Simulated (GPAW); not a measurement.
Ge: single point with PBE

**Measured values to compare with.**

“Temperature-dependent photoluminescence in Ge: experiment and theory”, 2020, arxiv:2003.00143 reports, for a bulk crystal of Ge at 0 K: band gap 0.744 eV (indirect).

Crystal: Ge.

```
CELL_PARAMETERS angstrom
0.00000 2.82891 2.82891
2.82891 0.00000 2.82891
2.82891 2.82891 0.00000
ATOMIC_POSITIONS crystal
Ge 0.75000 0.75000 0.75000
Ge 0.50000 0.50000 0.50000
```

```yaml
Program: GPAW 26.7.0
Task: single point
Functional: PBE
Potentials_or_basis: GPAW PAW data sets (gpaw-data 1.2.1)
Cutoff: 600 eV
Basis: pw
k_mesh: 8 × 8 × 8
Occupations: gaussian, width 0.022 eV
Spin: no spin polarisation
Maxiter: 150
```

* Pressure: 3.8 GPa
* Band gap on the k mesh: 0.09 eV, direct

Levels at points of the mesh, in eV from the valence-band top:
| k point | band 1 | band 2 | band 3 | band 4 | band 5 | band 6 | band 7 |
| --- | --- | --- | --- | --- | --- | --- | --- |
| (0.00, 0.00, 0.00) | -12.76 | 0.00 | 0.00 | 0.00 | 0.09 | 2.56 | 2.56 |
| (0.50, 0.50, 0.00) | -8.88 | -8.88 | -3.07 | -3.07 | 0.74 | 0.74 | 9.54 |
| (0.50, 0.50, 0.50) | -10.68 | -7.59 | -1.40 | -1.40 | 0.20 | 3.75 | 3.75 |

It took 9.7 s on 1 thread of Arm Neoverse V1, on a shared host, peak memory 0.14 GiB.

A measured gap of Ge is 0.744 eV (indirect; 0 K; “Temperature-dependent photoluminescence in Ge: experiment and theory”, 2020, arxiv:2003.00143); the calculated 0.09 eV misses it by -0.65 eV. 3 values of this kind are on record (0.666 to 0.807 eV); this one was drawn at random among those near their median. Spin-orbit coupling on Ge is left out. The value is that of PBE on a finite k mesh, which can miss the band edges, without temperature or zero-point motion. Semilocal functionals fall short of measured gaps as a rule.
